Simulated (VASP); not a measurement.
InP: density of states with PBE

Crystal: InP.

```
CELL_PARAMETERS angstrom
0.00000 2.76883 2.76883
2.76883 0.00000 2.76883
2.76883 2.76883 0.00000
ATOMIC_POSITIONS crystal
In 0.00000 0.00000 0.00000
P 0.50000 0.50000 0.50000
```

Measurements of this composition are mostly on another form, of space group No. 216.

```json
{
 "Program": "VASP 6.6.1",
 "Task": "density of states",
 "Functional": "PBE",
 "Potentials or basis": "VASP PAW PBE potentials, release 64 (In_d, P)",
 "Cutoff": "520 eV",
 "k mesh": "8 × 8 × 8",
 "Occupations": "gaussian, width 0.02 eV",
 "Spin": "no spin polarisation",
 "k mesh for the DOS": "12 × 12 × 12",
 "Occupations for the DOS": "tetrahedron",
 "Further INCAR settings": "ALGO = Normal; EDIFF = 1e-06; NBANDS = 16"
}
```

| Item | Value |
| --- | --- |
| Valence electrons inside the program's atomic spheres | In 11.32; P 2.47 |

Levels at points of the mesh, in eV from the Fermi level:
| k point | band 7 | band 8 | band 9 | band 10 | band 11 | band 12 |
| --- | --- | --- | --- | --- | --- | --- |
| (0.00, 0.00, 0.00) | -0.23 | -0.23 | -0.23 | 0.56 | 7.14 | 7.14 |
| (0.50, 0.00, 0.00) | -6.60 | 0.20 | 0.20 | 2.53 | 3.44 | 3.44 |
| (0.50, 0.50, 0.00) | -4.90 | -2.48 | -2.29 | -2.29 | 3.88 | 9.91 |

States per cell in windows of 0.5 eV (zero at the Fermi level; states under -8 eV left out):
```
from (eV)  total  P2_p  In1_p  In1_s  P2_s  In1_d  P2_d
     -8.0   0.00  0.00   0.00   0.00  0.00   0.00  0.00
     -7.5   0.00  0.00   0.00   0.00  0.00   0.00  0.00
     -7.0   0.00  0.00   0.00   0.00  0.00   0.00  0.00
     -6.5   0.16  0.02   0.00   0.06  0.00   0.00  0.00
     -6.0   0.38  0.05   0.01   0.13  0.01   0.00  0.00
     -5.5   0.54  0.07   0.01   0.17  0.03   0.01  0.00
     -5.0   0.43  0.06   0.02   0.10  0.03   0.01  0.00
     -4.5   0.26  0.04   0.01   0.05  0.02   0.00  0.00
     -4.0   0.33  0.06   0.03   0.04  0.02   0.00  0.00
     -3.5   0.40  0.08   0.05   0.04  0.02   0.01  0.00
     -3.0   0.47  0.11   0.06   0.03  0.01   0.01  0.00
     -2.5   0.57  0.14   0.07   0.02  0.01   0.01  0.00
     -2.0   0.63  0.17   0.08   0.02  0.01   0.01  0.00
     -1.5   0.62  0.18   0.07   0.02  0.01   0.02  0.00
     -1.0   0.56  0.18   0.05   0.02  0.01   0.02  0.00
     -0.5   0.66  0.23   0.05   0.03  0.01   0.02  0.00
      0.0   0.29  0.09   0.02   0.03  0.00   0.01  0.00
      0.5   0.18  0.03   0.02   0.04  0.01   0.00  0.00
      1.0   0.24  0.04   0.03   0.05  0.01   0.01  0.00
      1.5   0.32  0.06   0.04   0.06  0.01   0.01  0.00
      2.0   0.47  0.09   0.06   0.09  0.01   0.01  0.00
      2.5   0.39  0.05   0.06   0.06  0.03   0.01  0.00
      3.0   0.16  0.02   0.03   0.02  0.01   0.00  0.00
      3.5   0.34  0.02   0.09   0.01  0.02   0.00  0.00
      4.0   0.66  0.04   0.16   0.01  0.03   0.02  0.00
      4.5   0.88  0.07   0.16   0.02  0.03   0.04  0.00
      5.0   0.59  0.07   0.10   0.02  0.01   0.02  0.00
      5.5   0.64  0.09   0.10   0.03  0.01   0.03  0.00
      6.0   0.87  0.13   0.13   0.03  0.01   0.03  0.00
      6.5   0.62  0.11   0.09   0.03  0.01   0.02  0.00
      7.0   0.63  0.12   0.08   0.02  0.01   0.02  0.00
      7.5   0.55  0.09   0.08   0.01  0.00   0.02  0.00
```

It took 56 s on 1 thread of Intel(R) Xeon(R) Platinum 8559C (Emerald Rapids), on a shared host, peak memory 0.18 GiB.
